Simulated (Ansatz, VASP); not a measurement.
## SnO: VASP beside Ansatz

```
Sn O
1.0
     0.00000    2.53697    2.57833
     2.53697    0.00000    2.57833
     2.53697    2.53697    0.00000
Sn O
1 1
Direct
  0.00000 0.00000 0.00000
  0.50000 0.50000 0.50000
```

Change from the starting cell: uniaxial_z strain +1.6%.

Alike in both runs: task single point; functional r2SCAN; k mesh 8 × 8 × 8; occupations fermi-dirac, width 0.02 eV; no spin polarisation.

```csv
,VASP,Ansatz
version,VASP 6.6.1,Ansatz 0.2.0
potentials or method,"VASP PAW PBE potentials, release 64 (Sn_d, O)","plane waves, PAW"
plane-wave cutoff (eV),520,500
valence electrons in the cell,20,20
```

|  | VASP | Ansatz | Ansatz less VASP |
| --- | --- | --- | --- |
| gap on the k mesh at the Fermi level (eV) | 0.96 | 0.96 | +0.002 |
| pressure (GPa) | -1.4 | -1.6 | -0.13 |
| largest component of the traceless stress (GPa) | 0.74 | 0.71 | -0.033 |

Caveats: the PAW data sets were made with another functional, which shifts forces and pressure a little (VASP); spin-orbit coupling is left out, which moves the levels of the heavy elements. A k mesh can miss the band edges.
